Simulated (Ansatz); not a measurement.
RbBr (Pm-3m): elasticity against pressure

```yaml
crystal:
  lattice:
    - [4.07009, 0.00000, 0.00000]
    - [0.00000, 4.07009, 0.00000]
    - [0.00000, 0.00000, 4.07009]
  atoms:
    - { symbol: Rb, position: [0.00000, 0.00000, 0.00000] }
    - { symbol: Br, position: [0.50000, 0.50000, 0.50000] }
```

This is the zero-pressure cell. At each pressure cell and atoms are relaxed in this structure, and the constants are slopes of the stress at strains of ±0.005 with relaxed ions (the coefficients that govern stability under load). Level: PBEsol, PAW on Ansatz 0.2.0's default frozen-core files (fitted under PBE), scalar-relativistic; k mesh 6×6×6, strains of ±0.005, fixed occupations, cutoff 420 eV. P is the pressure of the relaxed cell, less that of this one.

| P (GPa) | V/V₀ | C11 (GPa) | C12 (GPa) | C44 (GPa) |
| --- | --- | --- | --- | --- |
| 0.00 | 1.0000 | 37.5 | 7.1 | 7.4 |
| 0.97 | 0.9518 | 43.4 | 11.3 | 10.4 |
| 1.95 | 0.9140 | 48.9 | 15.5 | 13.4 |
| 3.96 | 0.8566 | 59.4 | 23.7 | 19.3 |
| 6.96 | 0.7971 | 73.8 | 35.6 | 27.7 |
| 9.95 | ? | ? | ? | ? |
| 14.96 | 0.7019 | 108.1 | 65.4 | 49.1 |

Q: Does the bulk modulus from the constants agree with the pressure-volume curve?

A: A third-order Birch-Murnaghan fit to the volumes shown (F against f, f = [(V₀/V)^(2/3) − 1]/2) gives B₀ = 17.3 GPa and B′ = 5.0. Its −V dP/dV stands beside (C11 + 2C12)/3:

```
P (GPa)  from P(V)  from the constants
   0.00       17.3                17.2
   0.97       22.0                22.0
   1.95       26.6                26.6
   3.96       35.5                35.6
   6.96       48.2                48.3
  14.96       80.4                79.6
```

Q: What are the pressure derivatives at zero pressure?

A: Slopes at V₀ of quadratic fits in −ln(V/V₀) through the first four rows shown, divided by B₀: dC11/dP = 6.2, dC12/dP = 4.3, dC44/dP = 3.1. The mean slopes up to 1.9 GPa are 5.8, 4.3, 3.1; curvature and scatter of the constants part the two. The combination (dC11/dP + 2 dC12/dP)/3 = 4.9 stands against B′.

Q: Fill the row at 9.95 GPa.

A: Cubic fits in −ln(V/V₀) through all rows shown give C11 = 87.2, C12 = 47.0, C44 = 35.9 GPa. Computed: V/V₀ = 0.7543, C11 (GPa) = 87.1, C12 (GPa) = 46.9, C44 (GPa) = 35.9.

Q: Does a shear stiffness soften?

A: C44 goes from 7.4 to 49.1 GPa; (C11 − C12)/2 goes from 15.2 to 21.3 GPa. Neither ends more than 3 % under its start, and the lattice stays mechanically stable over this range.

Caveats: the structure is a database entry and needn't be the stable phase; no other phase was computed; many crystals of this kind change structure within this range, and rows or crossings beyond such a change describe a metastable lattice; frozen-core PAW files fitted under PBE, their cores solved anew for the functional of the run; phonons weren't checked at these pressures.
